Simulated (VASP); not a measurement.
Write the native input for VASP 6.6.1 that does the following.

* Task: single point
* Functional: LDA
* Potentials or basis: VASP PAW LDA potentials, release 64 (Co, O)
* Cutoff: 520 eV
* k mesh: 9 × 9 × 9
* Occupations: gaussian, width 0.05 eV
* Spin: collinear spin, ferromagnetic start
* Starting moments: [2.0, 0.0] μB
* Fixed moment: 3 μB
* Hubbard terms: Co d U = 7 eV
* Further INCAR settings: ALGO = Fast; EDIFF = 1e-07

The structure of CoO lies in POSCAR:

```
CoO
1.0
   -1.5080004400      1.5080004400      2.1072503600
    1.5080004400     -1.5080004400      2.1072503600
    1.5080004400      1.5080004400     -2.1072503600
Co O
1 1
Direct
    0.0000000000      0.0000000000      0.0000000000
    0.5000000000      0.5000000000      0.0000000000
```

These files were run (other wordings do the same):

INCAR

```
PREC = Accurate
ENCUT = 520
EDIFF = 1E-7
ISMEAR = 0
SIGMA = 0.05
LREAL = F
LASPH = T
NELM = 100
ALGO = Fast
ISIF = 2
LWAVE = F
LCHARG = F
ISPIN = 2
MAGMOM = 2 0
LORBIT = 11
NUPDOWN = 3
LMAXMIX = 4
LDAU = T
LDAUTYPE = 2
LDAUL = 2 -1
LDAUU = 7 0
LDAUJ = 0 0
LDAUPRINT = 1
GGA = CA
```

KPOINTS

```
Automatic mesh
0
Gamma
  9 9 9
```

Potentials or basis: VASP PAW LDA potentials, release 64 (Co, O).

The run is started by

```bash
$ cat potpaw_LDA.64/Co/POTCAR potpaw_LDA.64/O/POTCAR > POTCAR
$ mpirun -np 1 vasp_std > vasp.out
```

It gave:

| Quantity | Value |
| --- | --- |
| Pressure | -18.5 GPa |
| Net moment | 3.00 μB per cell |
| Site moments | Co +2.84; O +0.18 μB |
| Valence electrons inside the program's atomic spheres | Co 7.87; O 4.98 |

Caveat: the total moment is fixed, so each spin has its own Fermi level; a cell with one magnetic atom can't hold antiferromagnetic order, which such compounds often take.

It took 28 s on 1 thread of Intel(R) Xeon(R) Platinum 8375C CPU @ 2.90GHz (Ice Lake), with other jobs on the host, peak memory 0.15 GiB.
